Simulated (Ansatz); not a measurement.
**Relaxing Ga**

All numbers below come from Ansatz, DFT r2SCAN, scalar-relativistic, plane waves, PAW.

The start is a database structure of Ga, space group Cmcm (No. 63).

The final relaxation ran on this input, with the default PAW datasets:

```yaml
crystal:
  lattice:
    - [3.81695661, -2.32662955, 0.0]
    - [3.81695661, 2.32662955, 0.0]
    - [0.0, 0.0, 4.488254]
  atoms:
    - { symbol: Ga, position: [0.99031461, 0.33444951, 0.25] }
    - { symbol: Ga, position: [0.33444951, 0.99031461, 0.75] }
    - { symbol: Ga, position: [0.00968539, 0.66555049, 0.75] }
    - { symbol: Ga, position: [0.66555049, 0.00968539, 0.25] }
basis:
  ecutwfc: 500
kpoints:
  mp_grid: { grid: [12, 12, 10] }
hamiltonian:
  xc: r2scan
scf:
  occupations: { method: gaussian, width: 0.1 }
output:
  forces: true
  stress: true
  eigenvalues: true
relax:
  adjacent_minimum: "off"
  f_tol: 0.01
  max_steps: 80
  cell: { stress_tol: 0.05 }
```

It can be run as:

```bash
ansatz run input.yaml --threads 1 --pin off --backend cpu --events-out ev --progress --plain --runs-dir out  # memory cap (--max-ram) not shown
```

The program printed at the end:

```
SCF converged after 6 iterations
Free energy (F): -15161.022207 eV
Harris-Foulkes:  -15161.022207 eV  (|F-HF|=1.09e-11)
Internal energy: -15161.019525 eV  (E = F + TS)
E sigma→0 (E₀):  -15161.020866 eV
Entropy (-TS):   -0.002682 eV (-0.671 meV/atom)
Fermi energy:    8.562253 eV
--- Per-component energies (eV) ---
  E_band       = -224.493372
  E_kinetic    = 459.472260
  E_local      = -7806.697738  (includes V_loc(G=0)·N_el)
  E_nonlocal   = 1698.480237
  E_hartree    = 3665.769949
  E_xc         = -250.339222
  E_vxc        = -239.869172  (∫ρ·V_xc dr)
  E_paw        = -8004.391402  (= ΣΔE_a)
  E_vpaw       = -1680.583151  (= ΣTr[D̂ρ^β])
  E_aug_tail   = -0.000159  (compensation charges beyond the density's cutoff)
  E_vtau       = 13.164461  (kinetic-family band-sum trace: ∫τ·v_τ [+ j·A + Jᵃ·Aᵃ] dr)
  E_ewald      = -4920.701171
  E_core_change = -2.612279  (= ΣΔE_core)
  E_smearing   = -0.002682  (= −TS)
  E_closure    =  0.000000  (closes the sum)
  Σ components = -15161.022207   (vs F -15161.022207, Δ=0.00e0)
--- Forces (eV/Å), atoms counted from 1 ---
  atom   1  Ga     0.00037011     0.00063289     0.00000000
  atom   2  Ga     0.00037011    -0.00063289     0.00000000
  atom   3  Ga    -0.00037011    -0.00063289     0.00000000
  atom   4  Ga    -0.00037011     0.00063289     0.00000000
  max |Σ_I F_I| component: 1.11e-16 eV/Å
--- Stress (GPa, compression-positive) ---
       -0.002823       0.000000       0.000000
        0.000000       0.002906       0.000000
        0.000000       0.000000      -0.001215
  P = ⅓ Tr σ = -0.0004 GPa (-0.004 kbar)
--- Relaxed structure (7 steps of the walk, 5 accepted, 1 SCFs on fresh bases) ---
  F+E_penalty+E_count = -15161.02220740 eV   max|allowed force component| = 6.329e-4 eV/Å   (the final SCF, on the basis selected at the relaxed cell)
  cell:  # Å, volume = 80.1688 Å³
    - [3.802525, -2.301206, 0.000000]
    - [3.802525, 2.301206, 0.000000]
    - [0.000000, 0.000000, 4.580868]
  atoms:
    - { symbol: Ga, position: [0.996196, 0.330207, 0.250000] }
    - { symbol: Ga, position: [0.330207, 0.996196, 0.750000] }
    - { symbol: Ga, position: [0.003804, 0.669793, 0.750000] }
    - { symbol: Ga, position: [0.669793, 0.003804, 0.250000] }
```

Absolute energies hang on the potentials; compare differences alone.

The result has space group Cmcm (No. 63). Ga is coordinated by 1 Ga at 2.48 Å and 6 Ga at 2.65–2.76 Å.

It lies 0.01 eV/atom above the element's standard state at the same level.

The k mesh leaves about 4 meV/atom of noise in metals.

A structure relaxed within its symmetry needn't be a true minimum.